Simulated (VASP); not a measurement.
# SrCl2 (Fm-3m) in VASP: notebook

The runs below take SrCl2 through relaxation of cell and atoms, with PBE.

All numbers are computed with VASP 6.6.1; they aren't measurements. Logs are shortened: lines on timing, memory, paths and dates and some standing lists are left out, and cuts for length are marked.

### Step 1. The crystal as given

It takes space group Fm-3m (No. 225, cubic). The conventional cell has a = 6.977 Å, b = 6.977 Å, c = 6.977 Å, α = 90.00°, β = 90.00°, γ = 90.00°. Sr (site symmetry m-3m) has 8 Cl at 3.02 Å as nearest neighbours. Around Cl (site symmetry -43m) lie 4 Sr at 3.02 Å.

### Step 2. Relaxation of cell and atoms, PBE

Contents of INCAR:

```
PREC = Accurate
ENCUT = 600
EDIFF = 1E-6
ISMEAR = 0
SIGMA = 0.03
LREAL = False
LASPH = True
NELM = 80
ALGO = Normal
ISIF = 3
LWAVE = False
LCHARG = False
GGA = PE
IBRION = 2
NSW = 90
EDIFFG = -0.01
KPAR = 2
```

Contents of KPOINTS:

```
regular mesh
0
Gamma
  8 8 8
```

Contents of POSCAR:

```
SrCl2
1.0
    0.0000000000      3.4883500000      3.4883500000
    3.4883500000      0.0000000000      3.4883500000
    3.4883500000      3.4883500000      0.0000000000
Sr Cl
1 2
Direct
    0.0000000000      0.0000000000      0.0000000000
    0.2500000000      0.2500000000      0.2500000000
    0.7500000000      0.7500000000      0.7500000000
```

Potentials or basis: VASP PAW PBE potentials, release 64 (Sr_sv, Cl).

On the command line:

```
> cat potpaw_PBE.64/Sr_sv/POTCAR potpaw_PBE.64/Cl/POTCAR > POTCAR
> mpirun -np 2 vasp_std > vasp.out
```

OUTCAR:

```text
PREC = Accurate
   ENCUT = 600
   EDIFF = 1E-6
   ISMEAR = 0
   LREAL = False
   LASPH = True
   NELM = 80
   ISIF = 3
   GGA = PE
   IBRION = 2
   NSW = 90
   EDIFFG = -0.01

 ion  position               nearest neighbor table
   1  0.000  0.000  0.000-   3 3.02   3 3.02   3 3.02   2 3.02   3 3.02   2 3.02   2 3.02   2 3.02

   2  0.250  0.250  0.250-   1 3.02   1 3.02   1 3.02   1 3.02
   3  0.750  0.750  0.750-   1 3.02   1 3.02   1 3.02   1 3.02

  LATTYP: Found a face centered cubic cell.
 ALAT       =     6.9767000000

  Lattice vectors:

 A1 = (   0.0000000000,   3.4883500000,   3.4883500000)
 A2 = (   3.4883500000,   0.0000000000,   3.4883500000)
 A3 = (   3.4883500000,   3.4883500000,   0.0000000000)

Analysis of symmetry for initial positions (statically):
=====================================================================
 Subroutine PRICEL returns:
 Original cell was already a primitive cell.

 Routine SETGRP: Setting up the symmetry group for a
 face centered cubic supercell.

 Subroutine GETGRP returns: Found 48 space group operations
 (whereof 48 operations were pure point group operations)
 out of a pool of 48 trial point group operations.

The static configuration has the point symmetry O_h .

Analysis of symmetry for dynamics (positions and initial velocities):
=====================================================================
 Subroutine PRICEL returns:
 Original cell was already a primitive cell.

 Routine SETGRP: Setting up the symmetry group for a
 face centered cubic supercell.

 Subroutine GETGRP returns: Found 48 space group operations
 (whereof 48 operations were pure point group operations)
 out of a pool of 48 trial point group operations.

The dynamic configuration has the point symmetry O_h .

 Subroutine INISYM returns: Found 48 space group operations
 (whereof 48 operations are pure point group operations),
 and found     1 'primitive' translations

----------------------------------------------------------------------------------------

                                     Primitive cell

  volume of cell :      84.8966

  direct lattice vectors                    reciprocal lattice vectors
     0.000000000  3.488350000  3.488350000    -0.143334241  0.143334241  0.143334241
     3.488350000  0.000000000  3.488350000     0.143334241 -0.143334241  0.143334241
     3.488350000  3.488350000  0.000000000     0.143334241  0.143334241 -0.143334241

  length of vectors
     4.933271880  4.933271880  4.933271880     0.248262188  0.248262188  0.248262188

  position of ions in fractional coordinates (direct lattice)
     0.000000000  0.000000000  0.000000000
     0.250000000  0.250000000  0.250000000
     0.750000000  0.750000000  0.750000000

  ion indices of the primitive-cell ions
   primitive index   ion index
                 1           1
                 2           2
                 3           3

----------------------------------------------------------------------------------------

 KPOINTS: regular mesh

Automatic generation of k-mesh.
 Grid dimensions read from file:
 generate k-points for:    8    8    8

 Generating k-lattice:

  Cartesian coordinates                     Fractional coordinates (reciprocal lattice)
    -0.017916780  0.017916780  0.017916780     0.125000000  0.000000000  0.000000000
     0.017916780 -0.017916780  0.017916780     0.000000000  0.125000000  0.000000000
     0.017916780  0.017916780 -0.017916780     0.000000000  0.000000000  0.125000000

  Length of vectors
     0.031032774  0.031032774  0.031032774

  Shift w.r.t. Gamma in fractional coordinates (k-lattice)
     0.000000000  0.000000000  0.000000000

 Subroutine IBZKPT returns following result:
 ===========================================

 Found     29 irreducible k-points:

 Following reciprocal coordinates:
            Coordinates               Weight
  0.000000  0.000000  0.000000      1.000000
  0.125000  0.000000  0.000000      8.000000
  0.250000  0.000000  0.000000      8.000000
  0.375000  0.000000  0.000000      8.000000
  0.500000  0.000000  0.000000      4.000000
  0.125000  0.125000  0.000000      6.000000
[... 16 lines left out ...]
  0.500000  0.250000  0.125000     48.000000
 -0.375000  0.250000  0.125000     24.000000
 [... further k-points ...]
   k-points           NKPTS =     29   k-points in BZ     NKDIM =     29   number of bands    NBANDS=     16
   number of dos      NEDOS =    301   number of ions     NIONS =      3
   total plane-waves  NPLWV =  64000
   dimension x,y,z NGX =    40 NGY =   40 NGZ =   40
   dimension x,y,z NGXF=    80 NGYF=   80 NGZF=   80
   ions per type =               1   2
   NGX,Y,Z   is equivalent  to a cutoff of  13.48, 13.48, 13.48 a.u.
   NGXF,Y,Z  is equivalent  to a cutoff of  26.96, 26.96, 26.96 a.u.
 SYSTEM =  unknown system
   PREC   = accura    normal or accurate (medium, high low for compatibility)
   ISTART =      0    job   : 0-new  1-cont  2-samecut
   ICHARG =      2    charge: 1-file 2-atom 10-const
   ISPIN  =      1    spin polarized calculation?
   LNONCOLLINEAR =      F non collinear calculations
   LSORBIT =      F    spin-orbit coupling
   LASPH  =      T    aspherical Exc in radial PAW
   ENCUT  =  600.0 eV  44.10 Ry    6.64 a.u.   9.85  9.85  9.85*2*pi/ulx,y,z
   NELM   =     80;   NELMIN=  2; NELMDL= -5     # of ELM steps
   EDIFF  = 0.1E-05   stopping-criterion for ELM
   LREAL  =      F    real-space projection
   EDIFFG = -.1E-01   stopping-criterion for IOM
   NSW    =     90    number of steps for IOM
   IBRION =      2    ionic relax: 0-MD 1-quasi-New 2-CG
   NFREE  =      1    steps in history (QN), initial steepest desc. (CG)
   ISIF   =      3    stress and relaxation
   ISYM   =      2    0-nonsym 1-usesym 2-fastsym
   POTIM  = 0.5000    time-step for ionic-motion
   TEBEG  =    0.0;   TEEND  =   0.0 temperature during run
   PSTRESS=    0.0 pullay stress
   NELECT =      24.0000    total number of electrons
   NUPDOWN=      -1.0000    fix difference up-down
   EMIN   =  10.00;   EMAX   =-10.00  energy-range for DOS
   EFERMI =   0.00;   METHOD = LEGACY
   ISMEAR =     0;   SIGMA  =   0.03  broadening in eV -4-tet -1-fermi 0-gaus
   EFERMI_NEDOS =   21; number of points for ismear=-14 and -15
   IALGO  =     38    algorithm
   IMIX   =      4    mixing-type and parameters
     AMIX     =   0.40;   BMIX     =  1.00
     AMIX_MAG =   1.60;   BMIX_MAG =  1.00
  volume/ion in A,a.u.               =      28.30       190.97
  Fermi-wavevector in a.u.,A,eV,Ry     =   1.074439  2.030396 15.706833  1.154420
  Thomas-Fermi vector in A             =   2.210267
   LORBIT       =      0    0 simple, 1 ext, 2 COOP (PROOUT), +10 PAW based schemes
   GGA     = PE    functional components
   LHFCALC =     F    Hartree Fock is set to
   AEXX    =    0.0000 exact exchange contribution
   IVDW    =     0    specifies the selected vdW correction
   LEPSILON=     F    determine dielectric tensor
   LRPA    =     F    only Hartree local field effects (RPA)
 conjugate gradient relaxation of ions
 non-spin polarized calculation
 Gauss-broadening in eV      SIGMA  =   0.03
  energy-cutoff  :      600.00
  volume of cell :       84.90
 maximum number of plane-waves:      2874
   NGX = 19   NGY = 19   NGZ = 19

--------------------------------------- Ionic step        1  -------------------------------------------

 number of electron      24.0000003 magnetization

 Free energy of the ion-electron system (eV)
  ---------------------------------------------------
  ext. energy  EPLUGINS =         0.00000000
  ---------------------------------------------------
  free energy    TOTEN  =       -12.78261910 eV

  energy without entropy =      -12.78261910  energy(sigma->0) =      -12.78261910

------------------------ aborting loop because EDIFF is reached ----------------------------------------

  FORCE on cell =-STRESS in cart. coord.  units (eV):
  Direction    XX          YY          ZZ          XY          YZ          ZX
  --------------------------------------------------------------------------------------
  -------------------------------------------------------------------------------------
  Total        0.5897819      0.5897819      0.5897819     -0.0000000      0.0000000     -0.0000000
  in kB       11.1304273     11.1304273     11.1304273     -0.0000000      0.0000000     -0.0000000
  external PRESSURE =      11.1304273 kB  Pullay stress =       0.0000000 kB

 VOLUME and BASIS-vectors are now :
 -----------------------------------------------------------------------------
  energy-cutoff  :      600.00
  volume of cell :       84.90
      direct lattice vectors                 reciprocal lattice vectors
     0.000000000  3.488350000  3.488350000    -0.143334241  0.143334241  0.143334241
     3.488350000  0.000000000  3.488350000     0.143334241 -0.143334241  0.143334241
     3.488350000  3.488350000  0.000000000     0.143334241  0.143334241 -0.143334241
[... 38 lines left out ...]
 POSITION                                       TOTAL-FORCE (eV/Angst)
 -----------------------------------------------------------------------------------
      7.04287      3.52143      3.52143        -0.000000     -0.000000     -0.000000
      1.76072      1.76072      1.76072        -0.000000     -0.000000     -0.000000
      5.28215      5.28215      5.28215         0.000000      0.000000      0.000000
 -----------------------------------------------------------------------------------
    total drift:                               -0.000000     -0.000000      0.000000

  FREE ENERGIE OF THE ION-ELECTRON SYSTEM (eV)
  ---------------------------------------------------
  free  energy   TOTEN  =       -12.7915762443 eV

  energy  without entropy=      -12.7915762443  energy(sigma->0) =      -12.79157624

--------------------------------------- Ionic step        3  -------------------------------------------

 number of electron      23.9999999 magnetization

 Free energy of the ion-electron system (eV)
  ---------------------------------------------------
  ext. energy  EPLUGINS =         0.00000000
  ---------------------------------------------------
  free energy    TOTEN  =       -12.79163663 eV

  energy without entropy =      -12.79163663  energy(sigma->0) =      -12.79163663

 E-fermi :   0.1276     XC(G=0):  -8.1510

 val. band max:       -0.0460398201   @ k =   0.5000   0.5000   0.0000
 cond. band min:       5.1737699343   @ k =   0.0000   0.0000   0.0000
 fundamental gap:      5.2198097544
 Fermi energy:         0.1276462927

 k-point     1 :       0.0000    0.0000    0.0000
  band No.  band energies     occupation
      1     -33.0362      2.00000
      2     -15.0148      2.00000
      3     -15.0148      2.00000
      4     -15.0148      2.00000
      5     -13.2573      2.00000
      6     -12.4684      2.00000
[... 8 lines left out ...]
     15       6.0579      0.00000
     16       8.9367      0.00000
[... 419 lines left out ...]
 k-point    24 :      -0.3750    0.2500    0.1250
  band No.  band energies     occupation
      1     -33.0332      2.00000
      2     -15.2144      2.00000
      3     -15.1046      2.00000
      4     -15.0327      2.00000
      5     -12.7724      2.00000
      6     -12.6165      2.00000
[... 8 lines left out ...]
     15       7.2424      0.00000
     16       7.5730      0.00000

 [... further k-points ...]

------------------------ aborting loop because EDIFF is reached ----------------------------------------

  FORCE on cell =-STRESS in cart. coord.  units (eV):
  Direction    XX          YY          ZZ          XY          YZ          ZX
  --------------------------------------------------------------------------------------
  -------------------------------------------------------------------------------------
  Total        0.0010272      0.0010272      0.0010272      0.0000000      0.0000000     -0.0000000
  in kB        0.0187963      0.0187963      0.0187963      0.0000000      0.0000000     -0.0000000
  external PRESSURE =       0.0187963 kB  Pullay stress =       0.0000000 kB

 VOLUME and BASIS-vectors are now :
 -----------------------------------------------------------------------------
  energy-cutoff  :      600.00
  volume of cell :       87.55
      direct lattice vectors                 reciprocal lattice vectors
    -0.000000000  3.524372912  3.524372912    -0.141869210  0.141869210  0.141869210
     3.524372912  0.000000000  3.524372912     0.141869210 -0.141869210  0.141869210
     3.524372912  3.524372912 -0.000000000     0.141869210  0.141869210 -0.141869210

 POSITION                                       TOTAL-FORCE (eV/Angst)
 -----------------------------------------------------------------------------------
     -0.00000      0.00000      0.00000         0.000000     -0.000000     -0.000000
      1.76219      1.76219      1.76219        -0.000000     -0.000000      0.000000
      5.28656      5.28656      5.28656         0.000000      0.000000      0.000000
 -----------------------------------------------------------------------------------
    total drift:                               -0.000000     -0.000000      0.000000

  FREE ENERGIE OF THE ION-ELECTRON SYSTEM (eV)
  ---------------------------------------------------
  free  energy   TOTEN  =       -12.7916366269 eV

  energy  without entropy=      -12.7916366269  energy(sigma->0) =      -12.79163663

 reached required accuracy - stopping structural energy minimisation
```

Wall time 37 s (2 MPI ranks of AMD EPYC 9R45 (Zen 5), shared host); peak memory 0.24 GiB.

What came out:

| Property | Result |
| --- | --- |
| Free energy | -12.7916 eV |
| Relaxed volume | 29.18 Å³/atom |
| Relaxed cell | a = 4.984 Å, b = 4.984 Å, c = 4.984 Å, α = 60.00°, β = 60.00°, γ = 60.00° |
| Space group after relaxing (to 0.05 Å) | Fm-3m (No. 225) |
| Energy gained by relaxing | 3.0 meV/atom |
| Ionic steps | 3 |
| Pressure after relaxing | 0.0 GPa |
| Band gap on the k mesh | 5.22 eV, indirect (least direct gap 5.52 eV) |

The path:
| step | energy change (eV) | largest force (eV/Å) | pressure (GPa) | volume (Å³) |
| --- | --- | --- | --- | --- |
| 1 | 0.0000 | 0.0000 | 1.11 | 84.90 |
| 2 | -0.0090 | 0.0000 | 0.09 | 87.34 |
| 3 | -0.0090 | 0.0000 | 0.00 | 87.55 |

Final structure:
```xyz
3
Lattice="0.0000 3.5244 3.5244 3.5244 0.0000 3.5244 3.5244 3.5244 0.0000" Properties=species:S:1:pos:R:3 pbc="T T T"
Sr    0.0000    0.0000    0.0000
Cl    1.7622    1.7622    1.7622
Cl    5.2866    5.2866    5.2866
```

A k mesh can miss the band edges. Zero-point motion and thermal expansion aren't in these numbers.

### Step 3. Relaxation of cell and atoms, PBE

This run uses another cell than the first one, of 29.18 Å³/atom, 1.031 times its volume.

INCAR, as its differences from that of step 2:

```diff
@@ -2,3 +2,3 @@
 ENCUT = 600
-EDIFF = 1E-6
+EDIFF = 1E-7
 ISMEAR = 0
@@ -15,3 +15,3 @@
 NSW = 90
-EDIFFG = -0.01
+EDIFFG = -0.005
 KPAR = 2
```

KPOINTS is that of step 2.

Contents of POSCAR:

```
SrCl2                                   
1.0
   -0.0000000000      3.5243729123      3.5243729123
    3.5243729123      0.0000000000      3.5243729123
    3.5243729123      3.5243729123     -0.0000000000
  Sr              Cl            
     1     2
Direct
     0.0000000000000000    0.0000000000000000    0.0000000000000000
     0.2500000000000000    0.2500000000000000    0.2500000000000000
     0.7500000000000000    0.7500000000000000    0.7500000000000000
```

Potentials or basis: VASP PAW PBE potentials, release 64 (Sr_sv, Cl).

On the command line:

```
> cat potpaw_PBE.64/Sr_sv/POTCAR potpaw_PBE.64/Cl/POTCAR > POTCAR
> mpirun -np 2 vasp_std > vasp.out
```

Wall time 18 s (2 MPI ranks of AMD EPYC 9R45 (Zen 5), shared host); peak memory 0.23 GiB.

The run converged. Its results:

* Free energy: -12.7918 eV
* Pressure after relaxing: 0.0 GPa
* Band gap on the k mesh: 5.22 eV, indirect (least direct gap 5.52 eV)

Final structure:
```yaml
crystal:
  lattice:
    - [0.00000, 3.52437, 3.52437]
    - [3.52437, 0.00000, 3.52437]
    - [3.52437, 3.52437, 0.00000]
  atoms:
    - { symbol: Sr, position: [0.00000, 0.00000, 0.00000] }
    - { symbol: Cl, position: [0.25000, 0.25000, 0.25000] }
    - { symbol: Cl, position: [0.75000, 0.75000, 0.75000] }
```

Levels at points of the mesh, in eV from the valence-band top:
```csv
k point,band 8,band 9,band 10,band 11,band 12,band 13,band 14,band 15,band 16
"(0.00, 0.00, 0.00)",-2.02,-2.02,-0.33,-0.33,-0.33,5.22,6.10,6.10,8.98
"(0.50, 0.00, 0.00)",-1.48,-1.44,-1.26,-1.01,-1.01,6.68,6.68,7.40,7.82
"(0.50, 0.50, 0.00)",-1.81,-1.81,-0.38,-0.38,0.00,5.52,6.95,7.52,7.91
```

Caveat: the relaxation stopped at its first step, so nothing moved.
